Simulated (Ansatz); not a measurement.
# Step by step: PbO, relaxation of cell and atoms

The calculation used DFT, PBE, PAW with Ansatz's default frozen-core files, scalar-relativistic (Ansatz 0.2.0).

Command: `ansatz run input.yaml --threads 1 --pin off --max-ram 2048MiB --backend cpu --events-out ev --progress --plain --runs-dir out` The run took 24 s on 1 thread of Arm Neoverse V1, with other jobs on the host, peak memory 0.33 GiB.

```yaml
crystal:
  lattice:
    - [0.0, 2.3131666536, 2.3131666536]
    - [2.3131666536, 0.0, 2.3131666536]
    - [2.3131666536, 2.3131666536, 0.0]
  atoms:
    - { symbol: Pb, position: [0.0, 0.0, 0.0] }
    - { symbol: O, position: [0.5, 0.5, 0.5] }
kpoints:
  mp_grid: { grid: [12, 12, 12] }
scf:
  occupations: { method: fermi_dirac, width: 0.05 }
hamiltonian:
  xc: pbe
  pseudopotentials: { kind: paw }
output:
  forces: true
  stress: true
relax:
  f_tol: 0.005
  max_steps: 80
  cell: {}
```

Spin–orbit coupling is left out, though it moves levels of the heavy atoms by tenths of an eV or more.

The cell is built from the rocksalt type as a first guess.

The cutoff is 420 eV; energies and pressures of the walk include the program's estimate of the Pulay term.

Each frame lists the cell vectors (Å), then Cartesian positions (Å); symmetry keeps all forces zero. Free energies count from the first step, -12471.1155 eV.

The walk took 13 evaluations in all; steps that aren't listed are left out.

Step 1: E = 0.0 meV, P = 80.66 GPa

```
cell 0.0000 2.3132 2.3132 2.3132 0.0000 2.3132 2.3132 2.3132 0.0000
Pb    0.0000    0.0000    0.0000
O     2.3132    2.3132    2.3132
```

Step 2:

```
cell 0.0000 2.4259 2.4259 2.4259 0.0000 2.4259 2.4259 2.4259 0.0000
Pb    0.0000    0.0000    0.0000
O     2.4259    2.4259    2.4259
```

Step 3: E = -1855.1 meV, P = 9.40 GPa

```
cell 0.0000 2.5352 2.5352 2.5352 0.0000 2.5352 2.5352 2.5352 0.0000
Pb    0.0000    0.0000    0.0000
O     2.5352    2.5352    2.5352
```

Step 4: E = -1909.1 meV, P = 1.68 GPa

```
cell 0.0000 2.5786 2.5786 2.5786 0.0000 2.5786 2.5786 2.5786 0.0000
Pb    0.0000    0.0000    0.0000
O     2.5786    2.5786    2.5786
```

Step 5: E = -1910.3 meV, P = -0.10 GPa

```
cell 0.0000 2.5897 2.5897 2.5897 0.0000 2.5897 2.5897 2.5897 0.0000
Pb    0.0000    0.0000    0.0000
O     2.5897    2.5897    2.5897
```

Step 6: E = -1910.4 meV, P = 0.00 GPa

```
cell 0.0000 2.5891 2.5891 2.5891 0.0000 2.5891 2.5891 2.5891 0.0000
Pb    0.0000    0.0000    0.0000
O     2.5891    2.5891    2.5891
```

Step 7: E = -2051.9 meV, P = 4.82 GPa (the cell of the step before, solved again on a basis chosen afresh, hence the jump)

Step 8: E = -2071.9 meV, P = 1.20 GPa

```
cell 0.0000 2.6201 2.6201 2.6201 0.0000 2.6201 2.6201 2.6201 0.0000
Pb    0.0000    0.0000    0.0000
O     2.6201    2.6201    2.6201
```

(1) Give the energy, pressure of step 2.

(2) How does the relaxation end?

Results:

(1) E = -1323.2 meV, P = 36.09 GPa
```
Pb    0.0000    0.0000    0.0000
O     2.4259    2.4259    2.4259
```

(2) It converges, with a = 5.265 Å, b = 5.265 Å, c = 5.265 Å, α = 90.00°, β = 90.00°, γ = 90.00° (conventional cell, space group Fm-3m). The last solve (on a basis chosen afresh for the final cell, so its energy is not quite comparable) gives E = -2077.3 meV, P = 0.00 GPa:
```
cell 0.0000 2.6323 2.6323 2.6323 0.0000 2.6323 2.6323 2.6323 0.0000
Pb    0.0000    0.0000    0.0000
O     2.6323    2.6323    2.6323
```
